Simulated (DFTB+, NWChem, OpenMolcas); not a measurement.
## C4H6 (Bicyclo[1.1.0]butane): methods side by side

C4H6 has 10 atoms, charge 0, and is taken as a singlet. As SMILES, `C1C2CC12`. Geometry: relaxed at PBE0-D4/def2-TZVP.

Quantity: the dipole moment, in D. The values are calculated.

**The experiment to reproduce.** NIST CCCBDB gives the dipole moment of the gas as 0.68 D.

```tsv
level	kind	program	value (D)	computed − measured
DFTB1	semi-empirical	DFTB+	0.43	-0.25
HF/cc-pVDZ	Hartree–Fock	OpenMolcas	0.74	+0.06
SVWN5/cc-pVDZ	LDA	OpenMolcas	0.76	+0.08
PBE/cc-pVDZ	GGA	OpenMolcas	0.74	+0.06
TPSS/cc-pVDZ	meta-GGA	OpenMolcas	0.72	+0.04
B3LYP/cc-pVDZ	global hybrid	OpenMolcas	0.73	+0.05
M06-2X/cc-pVDZ	hybrid meta-GGA	OpenMolcas	0.75	+0.07
wB97X/cc-pVDZ	range-separated hybrid	NWChem	0.74	+0.06
```

Nearest: TPSS/cc-pVDZ (+0.04 D); farthest: DFTB1 (-0.25 D). The measured dipole is a vibrational average, so differences of a few hundredths of a debye mean little. Computed less measured by kind, in D (cc-pVDZ rows): semi-empirical -0.25; Hartree–Fock +0.06; LDA +0.08; GGA +0.06; meta-GGA +0.04; global hybrid +0.05 to +0.07; range-separated hybrid +0.06. Magnitudes only: a small dipole may point the other way at some levels.
